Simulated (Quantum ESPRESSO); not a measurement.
The system is TiC.

```
CELL_PARAMETERS angstrom
0.00000 2.16572 2.16572
2.16572 0.00000 2.16572
2.16572 2.16572 0.00000
ATOMIC_POSITIONS crystal
Ti 0.00000 0.00000 0.00000
C 0.50000 0.50000 0.50000
```

The cell is a database's computed one.

Base run:

```yaml
Program: Quantum ESPRESSO 7.5
Functional: PBEsol
Potentials_or_basis: SSSP 1.3 efficiency PBE
Cutoff: 748 eV
Density_cutoff: 5987 eV
k_mesh: 11 × 11 × 11
Occupations: fermi-dirac, width 0.05 eV
Spin: no spin polarisation
```

Its results: band gap on the k mesh none (metal or under the smearing width); pressure -6.6 GPa.

Question: The run is repeated on the same cell with these changes: hubbard terms from none to Ti d U = 8 eV. What comes out?

Answer: Band gap on the k mesh none (metal or under the smearing width); pressure 10.8 GPa.

Caveats: the potentials were made for another functional, which shifts forces and pressure; U without spin polarisation on a metal has little footing (some runs); the U is typed as a test and isn't derived for this compound (some runs).
